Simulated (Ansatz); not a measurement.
## K: energy against volume and a worked fit

```
K
1.0
    -2.69756    2.69756    2.69756
     2.69756   -2.69756    2.69756
     2.69756    2.69756   -2.69756
K
1
Direct
  0.00000 0.00000 0.00000
```

The cell was scaled at fixed shape and fractions and run with Ansatz, Ansatz PAW polarizable, cutoff 420 eV; HSE06, k mesh 5 × 5 × 5 on the cell of 1 atom, gaussian occupations of 0.05 eV, no spin polarisation, no spin-orbit coupling. The potentials were made for PBE. Energies are those that the program minimises, any entropy of the smearing included. For a metal such a mesh isn't converged to the digits shown.

| V (Å³/atom) | energy over the lowest row (meV/atom) |
| --- | --- |
| 73.8075 | 0.478 |
| 75.3779 | 0.000 |
| 76.9482 | 0.241 |
| 78.5186 | ? |
| 80.0890 | 2.600 |
| 81.6594 | 4.607 |
| 83.2297 | 7.098 |

Problem. Fit the third-order Birch-Murnaghan form, give V0, B0 and B′, and predict the energy left open.

Solution. With y = (V0/V)^(2/3), E = E0 + (9 V0 B0/16) [(y - 1)³ B′ + (y - 1)² (6 - 4y)]. Least squares through the rows shown give V0 = 75.6154 Å³/atom, E0 = -0.007 meV, B0 = 3.456 GPa (1 eV/Å³ = 160.218 GPa) and B′ = 3.73, with a largest miss of 0.002 meV. At V = 78.5186 the form with these constants gives 1.126 meV; the run gave 1.128 meV an atom. Measured volume: 75.88 Å³/atom at 293.15 K (a printed reference work), so the fit lies -0.3 % from it. The runs are for a static lattice.
